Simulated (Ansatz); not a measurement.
# CdTe: strong compression

An exercise on one series of results from a longer session: the logs are not shown, and one member is left open.

Method: DFT, LDA, PAW with Ansatz's default frozen-core files, scalar-relativistic, in Ansatz 0.2.0.

## The structure to begin with

It takes space group Fm-3m (No. 225, cubic). Conventional cell: a = 5.796 Å, b = 5.796 Å, c = 5.796 Å, α = 90.00°, β = 90.00°, γ = 90.00°. Cd (site symmetry m-3m) has 6 Te at 2.90 Å as nearest neighbours. Te (site symmetry m-3m) is surrounded by 6 Cd at 2.90 Å.

As a file:

```cif
data_structure
_symmetry_space_group_name_H-M 'P 1'
_symmetry_Int_Tables_number 1
_cell_length_a 4.0986
_cell_length_b 4.0986
_cell_length_c 4.0986
_cell_angle_alpha 60.000
_cell_angle_beta 60.000
_cell_angle_gamma 60.000
_cell_volume 48.69
loop_
_atom_site_label
_atom_site_type_symbol
_atom_site_fract_x
_atom_site_fract_y
_atom_site_fract_z
_atom_site_occupancy
Cd1 Cd 0.00000 0.00000 0.00000 1
Te1 Te 0.50000 0.50000 0.50000 1
```

Whether this phase is the stable one at these pressures isn't tested.

Atoms are numbered in the order of the input: Cd1, Te2.

The first run:

input.yaml reads:

```yaml
crystal:
  lattice:
    - [0.0, 2.8981565878, 2.8981565878]
    - [2.8981565878, 0.0, 2.8981565878]
    - [2.8981565878, 2.8981565878, 0.0]
  atoms:
    - { symbol: Cd, position: [0.0, 0.0, 0.0] }
    - { symbol: Te, position: [0.5, 0.5, 0.5] }
kpoints:
  mp_grid: { grid: [13, 13, 13] }
scf:
  occupations: { method: fermi_dirac, width: 0.05 }
hamiltonian:
  xc: lda
  pseudopotentials: { kind: paw }
output:
  forces: true
  stress: true
  write_density: true
  write_potential: true
  elf: true
  volumetric_format: npy
relax:
  f_tol: 0.005
  max_steps: 40
  cell: {}
```

Launch:

```
$ ansatz run input.yaml --threads 1 --pin off --max-ram 2048MiB --backend cpu --events-out ev --progress --plain --runs-dir out
```

Steps of the session up to this table: Cell relaxed at zero pressure, PAW; Volume scaled by 1, PAW; Volume scaled by 0.94, PAW; Volume scaled by 0.88, PAW; Volume scaled by 0.8, PAW; Volume scaled by 0.72, PAW; Volume scaled by 0.64, PAW; Volume scaled by 0.55, PAW; Volume scaled by 0.55, PAW (partial_waves polarizable).

One table of the session follows, with a row left open; its other results are not shown here.

 The rows PAW, 0.55 and PAW (partial_waves polarizable), 0.55 agree to the last digit and may rest on the same set-up.

```
                         method  volume over the first  volume (Å³/atom)  pressure (GPa)
                            PAW                      1            26.081           -0.01
                            PAW                   0.94                 ?               ?
                            PAW                   0.88            22.952           10.85
                            PAW                    0.8            20.865           23.95
                            PAW                   0.72            18.779           45.64
                            PAW                   0.64            16.692           82.66
                            PAW                   0.55            14.345          159.98
PAW (partial_waves polarizable)                   0.55            14.345          159.98
```

Q: Estimate the row for PAW, 0.94 from the others.

The run gave: volume (Å³/atom): 24.516; pressure (GPa): 4.46. In the column «volume (Å³/atom)» it lies between PAW, 0.88 (22.952) and PAW, 1 (26.081).
